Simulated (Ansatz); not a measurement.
The elements of this relaxed trial crystal are hidden behind letters.

```
lattice vectors (Å)
   4.6844    0.0000    0.0000
   0.0000    4.6844    0.0000
   0.0000    0.0000   19.8689
fractional positions
X 0.0000 0.0000 0.8329
X 0.0000 0.0000 0.1671
X 0.5000 0.5000 0.3336
X 0.0000 0.0000 0.5000
X 0.5000 0.5000 0.6664
Z 0.5000 0.5000 0.0000
Q 0.5000 0.0000 0.0842
Q 0.0000 0.5000 0.2504
Q 0.5000 0.0000 0.4168
Q 0.0000 0.5000 0.5832
Q 0.5000 0.0000 0.7496
Q 0.0000 0.5000 0.9158
```

All numbers below come from Ansatz, DFT PBE, scalar-relativistic, plane waves, PAW. Cutoff 420 eV, Γ-centred 8×8×2 mesh (12-atom cell), Gaussian smearing of 0.01 eV, no spin polarisation.

```
Space group                               : P-4m2 (No. 115)
Conventional cell                         : a = 4.684 Å, c = 19.869 Å
Volume per atom                           : 36.33 Å³
Density                                   : 5.82 g/cm³
Energy over the elements                  : −0.414 eV/atom
Gap on the 8×8×2 mesh of the 12-atom cell : 0.30 eV
```

Energies are uncorrected and count from the elements' standard states at the same level.

Question: X is a d-block element of period 5, Z is a d-block element of period 6 and Q is a p-block element of period 5. Which elements are they?

Answer: X = Cd, Z = Hg, Q = Te, so the formula is Cd5HgTe6. Density times volume gives a mean mass of 5.82 × 36.33/1.6605 = 127.3 u per atom, and this set has 127.4 u. Among the elements that the hints allow, noble gases aside, only these give it. Around Cd on a site of symmetry 2mm lie 4 Te at 2.86–2.87 Å; Hg has 4 Te at 2.88 Å; Te on its first site is surrounded by 2 Cd at 2.86 Å and 2 Hg at 2.88 Å; 4 more sites not described.

Spin–orbit coupling, which can matter for Hg and Te, is left out. Kohn–Sham gaps at this level usually fall short of measured ones. The missing spin–orbit coupling can work the other way here. A later test with randomly moved atoms came back to the same energy, though modes that don't fit the test's cell weren't probed.
